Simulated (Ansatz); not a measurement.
# Cu2O: pressure against volume

Cu2O, Pn-3m, a = 4.298 Å. Ansatz: PBE, PAW, 420 eV, Γ-centred 8×8×8 mesh on 6 atoms, Gaussian smearing 0.02 eV; no spin polarisation. Symmetry fixes shape and atoms, so the cell is only scaled; pressure is positive in compression.

```tsv
V (Å³/atom)	P (GPa)
11.647	19.34
12.044	13.18
12.441	8.01
12.838	3.66
13.235	0.00
13.632	-3.08
14.029	-5.67
14.558	?
```

**Question.** Take V0 = 13.235 Å³/atom, fit the third-order Birch–Murnaghan form to the other rows, and predict the missing pressure.

**Answer.** With the Eulerian strain f = ½[(V0/V)^(2/3) − 1] and y = P/[3f(1 + 2f)^(5/2)], the form is the line y = B0 + 1.5 B0 (B0′ − 4) f. Rows (f, y): 0.04447, 117.2; 0.03244, 115.7; 0.02105, 114.4; 0.01026, 113.0; -0.00976, 110.5; -0.01905, 109.3. Means f = 0.01324, y = 113.35; Σ(Δf)² = 0.002985, ΣΔfΔy = 0.3709; the slope is their ratio. y = 111.7 + 124.2 f GPa, so B0 = 111.7 GPa and B0′ = 4 + 2 × (124.2)/(3 × 111.7) = 4.74. At V = 14.558, f = -0.03077, y = 107.88 and P = -8.50 GPa. The run gave -8.50 GPa, the same to the digits shown. The form still works here, 22 % of the fitted range beyond its end.